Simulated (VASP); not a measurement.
# BeTe (Cmmm) in VASP: equation of state

Aim: energy against volume of BeTe in PBE, for its equilibrium volume and stiffness.

All numbers are computed with VASP 6.6.1; they aren't measurements. Logs are shortened: lines on timing, memory, paths and dates and some standing lists are left out, and cuts for length are marked.

**1. The structure**

Symmetry: Cmmm, No. 65, orthorhombic system. Conventional cell: a = 3.574 Å, b = 9.595 Å, c = 3.569 Å, α = 90.00°, β = 90.00°, γ = 90.00°. Be (site symmetry mmm) has 4 Te at 2.53 Å as nearest neighbours. Te (site symmetry mmm) has 4 Be at 2.53 Å as nearest neighbours.

The cell was built by a generator and needn't be a form met in nature.

**2. Equation of state, PBE, 28.76 Å³/atom (volume scaled by 0.94)**

Input file INCAR:

```
ALGO = Normal ; EDIFF = 1E-7
ENCUT = 520 ; GGA = PE
ISIF = 2 ; ISMEAR = -1
LASPH = True ; LCHARG = False
LREAL = False ; LWAVE = False
NBANDS = 11 ; NELM = 60
PREC = Accurate ; SIGMA = 0.05
```

Input file KPOINTS:

```
k-points
0
Gamma
  8 8 8
```

Input file POSCAR:

```
BeTe
1.0
    1.7505203763     -4.6995153773      0.0000000000
    1.7505203763      4.6995153773      0.0000000000
    0.0000000000      0.0000000000      3.4962897599
Be Te
1 1
Direct
    0.5000000000      0.5000000000      0.5000000000
    0.0000000000      0.0000000000      0.0000000000
```

Potentials or basis: VASP PAW PBE potentials, release 64 (Be, Te).

Launch:

```
$ cat potpaw_PBE.64/Be/POTCAR potpaw_PBE.64/Te/POTCAR > POTCAR
$ mpirun -np 1 vasp_std > vasp.out
```

OUTCAR:

```text
EDIFF = 1E-7
   ENCUT = 520
   GGA = PE
   ISIF = 2
   ISMEAR = -1
   LASPH = True
   LREAL = False
   NELM = 60
   PREC = Accurate

 Found    105 irreducible k-points:

 Following reciprocal coordinates:
            Coordinates               Weight
  0.000000  0.000000  0.000000      1.000000
  0.125000  0.000000  0.000000      4.000000
  0.250000  0.000000  0.000000      4.000000
  0.375000  0.000000  0.000000      4.000000
  0.500000  0.000000  0.000000      2.000000
  0.125000  0.125000  0.000000      2.000000
   k-points           NKPTS =    105   k-points in BZ     NKDIM =    105   number of bands    NBANDS=     11
   number of dos      NEDOS =    301   number of ions     NIONS =      2
   total plane-waves  NPLWV =  44800
   dimension x,y,z NGX =    40 NGY =   40 NGZ =   28
   dimension x,y,z NGXF=    80 NGYF=   80 NGZF=   56
   ions per type =               1   1
   NGX,Y,Z   is equivalent  to a cutoff of  13.26, 13.26, 13.31 a.u.
   NGXF,Y,Z  is equivalent  to a cutoff of  26.52, 26.52, 26.63 a.u.
 SYSTEM =  unknown system
   PREC   = accura    normal or accurate (medium, high low for compatibility)
   ISTART =      0    job   : 0-new  1-cont  2-samecut
   ICHARG =      2    charge: 1-file 2-atom 10-const
   ISPIN  =      1    spin polarized calculation?
   LNONCOLLINEAR =      F non collinear calculations
   LSORBIT =      F    spin-orbit coupling
   LASPH  =      T    aspherical Exc in radial PAW
   ENCUT  =  520.0 eV  38.22 Ry    6.18 a.u.   9.32  9.32  6.50*2*pi/ulx,y,z
   NELM   =     60;   NELMIN=  2; NELMDL= -5     # of ELM steps
   EDIFF  = 0.1E-06   stopping-criterion for ELM
   LREAL  =      F    real-space projection
   EDIFFG = 0.1E-05   stopping-criterion for IOM
   NSW    =      0    number of steps for IOM
   IBRION =     -1    ionic relax: 0-MD 1-quasi-New 2-CG
   NFREE  =      0    steps in history (QN), initial steepest desc. (CG)
   ISIF   =      2    stress and relaxation
   ISYM   =      2    0-nonsym 1-usesym 2-fastsym
   POTIM  = 0.5000    time-step for ionic-motion
   TEBEG  =    0.0;   TEEND  =   0.0 temperature during run
   PSTRESS=    0.0 pullay stress
   NELECT =       8.0000    total number of electrons
   NUPDOWN=      -1.0000    fix difference up-down
   EMIN   =  10.00;   EMAX   =-10.00  energy-range for DOS
   EFERMI =   0.00;   METHOD = LEGACY
   ISMEAR =    -1;   SIGMA  =   0.05  broadening in eV -4-tet -1-fermi 0-gaus
   EFERMI_NEDOS =   21; number of points for ismear=-14 and -15
   IALGO  =     38    algorithm
   IMIX   =      4    mixing-type and parameters
     AMIX     =   0.40;   BMIX     =  1.00
     AMIX_MAG =   1.60;   BMIX_MAG =  1.00
  volume/ion in A,a.u.               =      28.76       194.10
  Fermi-wavevector in a.u.,A,eV,Ry     =   0.848175  1.602819  9.788049  0.719401
  Thomas-Fermi vector in A             =   1.963797
   LORBIT       =      0    0 simple, 1 ext, 2 COOP (PROOUT), +10 PAW based schemes
   GGA     = PE    functional components
   LHFCALC =     F    Hartree Fock is set to
   AEXX    =    0.0000 exact exchange contribution
   IVDW    =     0    specifies the selected vdW correction
   LEPSILON=     F    determine dielectric tensor
   LRPA    =     F    only Hartree local field effects (RPA)
 non-spin polarized calculation
  energy-cutoff  :      520.00
  volume of cell :       57.53
 maximum number of plane-waves:      1587
 NGX is ok and might be reduce to    40
   NGX = 19   NGY = 19   NGZ = 13

 number of electron       8.0000000 magnetization

 Free energy of the ion-electron system (eV)
  ---------------------------------------------------
  ext. energy  EPLUGINS =         0.00000000
  ---------------------------------------------------
  free energy    TOTEN  =        -6.09161834 eV

  energy without entropy =       -6.08666604  energy(sigma->0) =       -6.08914219

 E-fermi :   3.0731     XC(G=0):  -7.7850

 val. band max:        2.9991403452   @ k =   0.2500   0.1250   0.5000
 cond. band min:       3.0957495863   @ k =   0.3750   0.2500   0.3750
 fundamental gap:      0.0966092411
 Fermi energy:         3.0731154898

 k-point     1 :       0.0000    0.0000    0.0000
  band No.  band energies     occupation
      1      -9.3395      2.00000
      2       0.4705      2.00000
      3       1.7621      2.00000
      4       1.7923      2.00000
      5       5.4988      0.00000
      6       6.7055      0.00000
      7       8.1977      0.00000
      8       9.1691      0.00000
      9      12.7679      0.00000
     10      12.7902      0.00000
     11      13.1346      0.00000

 k-point     2 :       0.1250    0.0000    0.0000
  band No.  band energies     occupation
      1      -9.1983      2.00000
      2       0.5747      2.00000
      3       0.7168      2.00000
      4       1.9685      2.00000
      5       6.0270      0.00000
      6       6.9589      0.00000
      7       8.2621      0.00000
      8       9.1899      0.00000
      9      11.4364      0.00000
     10      12.4467      0.00000
     11      13.0970      0.00000

 k-point     3 :       0.2500    0.0000    0.0000
  band No.  band energies     occupation
      1      -8.8064      2.00000
      2      -1.1041      2.00000
      3       0.9205      2.00000
      4       2.5728      1.99991
      5       6.5061      0.00000
      6       6.8801      0.00000
      7       7.5732      0.00000
      8       9.3095      0.00000
      9      11.1924      0.00000
     10      12.1344      0.00000
     11      13.2931      0.00000

 k-point     4 :       0.3750    0.0000    0.0000
  band No.  band energies     occupation
      1      -8.3010      2.00000
      2      -2.5889      2.00000
      3       1.4224      2.00000
      4       3.4960      0.00042
      5       5.0826      0.00000
      6       7.3797      0.00000
      7       7.4352      0.00000
      8       8.7159      0.00000
      9      10.7569      0.00000
     10      12.8113      0.00000
     11      14.6827      0.00000

 k-point     5 :       0.5000    0.0000    0.0000
  band No.  band energies     occupation
      1      -8.0327      2.00000
      2      -3.1973      2.00000
      3       1.7470      2.00000
      4       4.2033      0.00000
      5       4.4202      0.00000
      6       6.3276      0.00000
      7       7.6646      0.00000
      8       9.6476      0.00000
      9      10.7691      0.00000
     10      11.5204      0.00000
     11      15.5093      0.00000

 k-point     6 :       0.1250    0.1250    0.0000
  band No.  band energies     occupation
      1      -8.8175      2.00000
      2      -1.0925      2.00000
      3       1.1049      2.00000
      4       2.5648      1.99992
      5       6.5017      0.00000
      6       6.6434      0.00000
      7       7.2369      0.00000
      8       9.3182      0.00000
      9      11.1975      0.00000
     10      12.1847      0.00000
     11      13.3941      0.00000

 [... further k-points ...]

------------------------ aborting loop because EDIFF is reached ----------------------------------------

  FORCE on cell =-STRESS in cart. coord.  units (eV):
  Direction    XX          YY          ZZ          XY          YZ          ZX
  --------------------------------------------------------------------------------------
  -------------------------------------------------------------------------------------
  Total        1.5080373      0.0109997      1.5406501      0.0000000      0.0000000      0.0000000
  in kB       42.0015189      0.3063623     42.9098448      0.0000000      0.0000000      0.0000000
  external PRESSURE =      28.4059087 kB  Pullay stress =       0.0000000 kB

 VOLUME and BASIS-vectors are now :
 -----------------------------------------------------------------------------
  energy-cutoff  :      520.00
  volume of cell :       57.53
      direct lattice vectors                 reciprocal lattice vectors
     1.750520376 -4.699515377  0.000000000     0.285629352 -0.106393949  0.000000000
     1.750520376  4.699515377  0.000000000     0.285629352  0.106393949  0.000000000
     0.000000000  0.000000000  3.496289760     0.000000000  0.000000000  0.286017484

 POSITION                                       TOTAL-FORCE (eV/Angst)
 -----------------------------------------------------------------------------------
      1.75052      0.00000      1.74814         0.000000      0.000000      0.000000
      0.00000      0.00000      0.00000         0.000000     -0.000000      0.000000
 -----------------------------------------------------------------------------------
    total drift:                                0.000000     -0.000000      0.000000

  FREE ENERGIE OF THE ION-ELECTRON SYSTEM (eV)
  ---------------------------------------------------
  free  energy   TOTEN  =        -6.0916183425 eV

  energy  without entropy=       -6.0866660385  energy(sigma->0) =       -6.08914219
```

It took 48 s on 1 thread of AMD EPYC 9R45 (Zen 5), shared host; peak memory 0.21 GiB.

What came out:

* Free energy: -6.0916 eV
* Pressure: 2.8 GPa
* Band gap on the k mesh: none (metal or under the smearing width)

**3. Equation of state, PBE, 29.37 Å³/atom (volume scaled by 0.96)**

Input file INCAR:

```
SYSTEM = BeTe
  ALGO = Normal
  EDIFF = 1E-7
  ENCUT = 520
  GGA = PE
  ISIF = 2
  ISMEAR = -1
  LASPH = .True.
  LCHARG = .False.
  LREAL = .False.
  LWAVE = .False.
  NBANDS = 11
  NELM = 60
  PREC = Accurate
  SIGMA = 0.05
```

Input file KPOINTS:

```
k-points
0
Gamma
  8 8 8
  0 0 0
```

Input file POSCAR:

```
BeTe
1.0
    1.7628483907     -4.7326116464      0.0000000000
    1.7628483907      4.7326116464      0.0000000000
    0.0000000000      0.0000000000      3.5209123300
Be Te
1 1
Direct
    0.5000000000      0.5000000000      0.5000000000
    0.0000000000      0.0000000000      0.0000000000
```

Potentials or basis: VASP PAW PBE potentials, release 64 (Be, Te).

Launch:

```
$ cat potpaw_PBE.64/Be/POTCAR potpaw_PBE.64/Te/POTCAR > POTCAR
$ mpirun -np 1 vasp_std > vasp.out
```

Run time: 53 s. Hardware: 1 thread of AMD EPYC 9R45 (Zen 5), shared host; peak memory 0.21 GiB.

The run converged. Its results:

| Item | Value |
| --- | --- |
| Free energy | -6.1094 eV |
| Pressure | 1.8 GPa |
| Band gap on the k mesh | none (metal or under the smearing width) |

**4. Equation of state, PBE, 29.99 Å³/atom (volume scaled by 0.98)**

Input file INCAR:

```
PREC = Accurate
ENCUT = 520
EDIFF = 1E-7
ISMEAR = -1
SIGMA = 0.05
LREAL = False
LASPH = True
NELM = 80
ALGO = Normal
ISIF = 2
LWAVE = False
LCHARG = False
GGA = PE
NBANDS = 11
```

Input file KPOINTS:

```
regular mesh
0
Gamma
  8 8 8
```

Input file POSCAR:

```
BeTe
1.0
    1.7750063500     -4.7652513788      0.0000000000
    1.7750063500      4.7652513788      0.0000000000
    0.0000000000      0.0000000000      3.5451952514
Be Te
1 1
Direct
    0.5000000000      0.5000000000      0.5000000000
    0.0000000000      0.0000000000      0.0000000000
```

Launch:

```
$ cat potpaw_PBE.64/Be/POTCAR potpaw_PBE.64/Te/POTCAR > POTCAR
$ mpirun -np 1 vasp_std > vasp.out
```

Run time: 52 s. Hardware: 1 thread of AMD EPYC 9R45 (Zen 5), shared host; peak memory 0.21 GiB.

It converged, with:

```
Free energy            : -6.1198 eV
Pressure               : 0.9 GPa
Band gap on the k mesh : none (metal or under the smearing width)
```

**5. Equation of state, PBE, 31.21 Å³/atom (volume scaled by 1.02)**

INCAR, as its differences from that of step 4:

```diff
@@ -7,3 +7,3 @@
 LASPH = True
-NELM = 80
+NELM = 60
 ALGO = Normal
```

Input file KPOINTS:

```
Automatic mesh
0
Gamma
  8 8 8
```

Input file POSCAR:

```
BeTe
1.0
    1.7988347820     -4.8292221180      0.0000000000
    1.7988347820      4.8292221180      0.0000000000
    0.0000000000      0.0000000000      3.5927874438
Be Te
1 1
Direct
    0.5000000000      0.5000000000      0.5000000000
    0.0000000000      0.0000000000      0.0000000000
```

Launch:

```
$ cat potpaw_PBE.64/Be/POTCAR potpaw_PBE.64/Te/POTCAR > POTCAR
$ mpirun -np 1 vasp_std > vasp.out
```

It took 52 s on 1 thread of AMD EPYC 9R45 (Zen 5), shared host; peak memory 0.21 GiB.

It converged, with:

- Free energy: -6.1212 eV
- Pressure: -0.7 GPa
- Band gap on the k mesh: none (metal or under the smearing width)

**6. Equation of state, PBE, 31.82 Å³/atom (volume scaled by 1.04)**

Input file INCAR:

```
SYSTEM = BeTe
PREC = Accurate
ENCUT = 520
EDIFF = 1E-7
ISMEAR = -1
SIGMA = 0.05
LREAL = .FALSE.
LASPH = .TRUE.
NELM = 60
ALGO = Normal
ISIF = 2
LWAVE = .FALSE.
LCHARG = .FALSE.
GGA = PE
NBANDS = 11
```

Input file KPOINTS:

```
Automatic mesh
0
G
  8 8 8
  0 0 0
```

Input file POSCAR:

```
BeTe
1.0
    1.8105158546     -4.8605815819      0.0000000000
    1.8105158546      4.8605815819      0.0000000000
    0.0000000000      0.0000000000      3.6161178861
Be Te
1 1
Direct
    0.5000000000      0.5000000000      0.5000000000
    0.0000000000      0.0000000000      0.0000000000
```

Potentials or basis: VASP PAW PBE potentials, release 64 (Be, Te).

Launch:

```
$ cat potpaw_PBE.64/Be/POTCAR potpaw_PBE.64/Te/POTCAR > POTCAR
$ mpirun -np 1 vasp_std > vasp.out
```

Run time: 52 s. Hardware: 1 thread of AMD EPYC 9R45 (Zen 5), shared host; peak memory 0.22 GiB.

Results (log left out):

- Free energy: -6.1135 eV
- Pressure: -1.3 GPa
- Band gap on the k mesh: none (metal or under the smearing width)

**7. Equation of state, PBE, 32.43 Å³/atom (volume scaled by 1.06)**

Input file INCAR:

```
  ALGO = Normal
  EDIFF = 1E-7
  ENCUT = 520
  GGA = PE
  ISIF = 2
  ISMEAR = -1
  LASPH = True
  LCHARG = False
  LREAL = False
  LWAVE = False
  NBANDS = 11
  NELM = 60
  PREC = Accurate
  SIGMA = 0.05
```

Input file KPOINTS:

```
k-points
0
Gamma
  8 8 8
```

Input file POSCAR:

```
BeTe
1.0
    1.8220481137     -4.8915415349      0.0000000000
    1.8220481137      4.8915415349      0.0000000000
    0.0000000000      0.0000000000      3.6391511051
Be Te
1 1
Direct
    0.5000000000      0.5000000000      0.5000000000
    0.0000000000      0.0000000000      0.0000000000
```

Launch:

```
$ cat potpaw_PBE.64/Be/POTCAR potpaw_PBE.64/Te/POTCAR > POTCAR
$ mpirun -np 1 vasp_std > vasp.out
```

Run time: 52 s. Hardware: 1 thread of AMD EPYC 9R45 (Zen 5), shared host; peak memory 0.22 GiB.

The run converged. Its results:

```yaml
Free_energy: -6.1010 eV
Pressure: -1.9 GPa
Band_gap_on_the_k_mesh: none (metal or under the smearing width)
```

**8. Equation of state, PBE**

Potentials or basis: VASP PAW PBE potentials, release 64 (Be, Te).

This step only gathers the single runs of the series.

What came out:

```yaml
Equilibrium_volume: 30.66 Å³/atom
Bulk_modulus_at_fixed_shape_and_positions: 39 GPa
Pressure_derivative_of_the_bulk_modulus: 4.2
```

Energy against volume, from the lowest point:
```tsv
volume (Å³/atom)	energy (meV/atom)
28.763	15.93
29.375	7.05
29.987	1.86
30.598	0.00
31.210	1.13
31.822	4.97
32.434	11.25
```

Caveat: the cell was scaled at fixed shape and fractional positions, which overstates the stiffness of a crystal with free parameters, most of all of layers and chains. The run has no spin-orbit coupling, so splittings on Te are missing.
